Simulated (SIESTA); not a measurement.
**Bi under changes of volume**

One of the cells (33.614 Å³/atom); the others are scaled copies at fixed shape and fractional positions:

```
Bi
1.0
     3.23838    0.00000    0.00000
     0.00000    3.22164    0.00000
    -0.08045    0.00000    6.44389
Bi
2
Direct
  0.54425 0.00000 0.74958
  0.45575 0.00000 0.25042
```

This isn't the form of Bi at room conditions, which is rhombohedral.

- Program: SIESTA 5.4.2
- Functional: LDA
- Potentials or basis: PseudoDojo 0.4 standard (LDA files)
- Basis: DZP (energy shift 0.003 Ry; two zetas on semicore shells)
- Grid cutoff: 500 Ry
- Energy shift: 0.003 Ry
- k mesh: 8 × 8 × 4
- Occupations: fermi-dirac, width 0.05 eV
- Spin: no spin polarisation

| volume (Å³/atom) | energy over the lowest point (meV/atom) | pressure (GPa) | largest force (eV/Å) |
| --- | --- | --- | --- |
| 31.597 | ? | ? | ? |
| 32.270 | 1.02 | 0.8 | 0.023 |
| 32.942 | 0.00 | -0.3 | 0.018 |
| 33.614 | 3.61 | -1.3 | 0.016 |
| 34.286 | 11.28 | -2.3 | 0.014 |
| 34.959 | 22.60 | -3.1 | 0.015 |
| 35.631 | 37.14 | -3.8 | 0.018 |

Task: What does the run at 31.597 Å³/atom give?

Result: Energy over the lowest point 7.25 meV/atom; pressure 2.2 GPa; largest force 0.028 eV/Å.

Worked out: A Birch-Murnaghan fit of order 3 (a polynomial in V^(-2/3)) to the other rows has its minimum at 32.74 Å³/atom with B0 = V·E''(V) = 55 GPa and B' = 4.8 at fixed shape and positions, which overstates the stiffness. It gives 7.22 meV/atom at 31.597 Å³/atom, against the run's 7.25, and -dE/dV = 2.1 GPa, against 2.2.

Energies are extrapolated to zero smearing.

Caveats: the basis of atomic orbitals isn't converged, which shifts pressures, moduli and gaps.
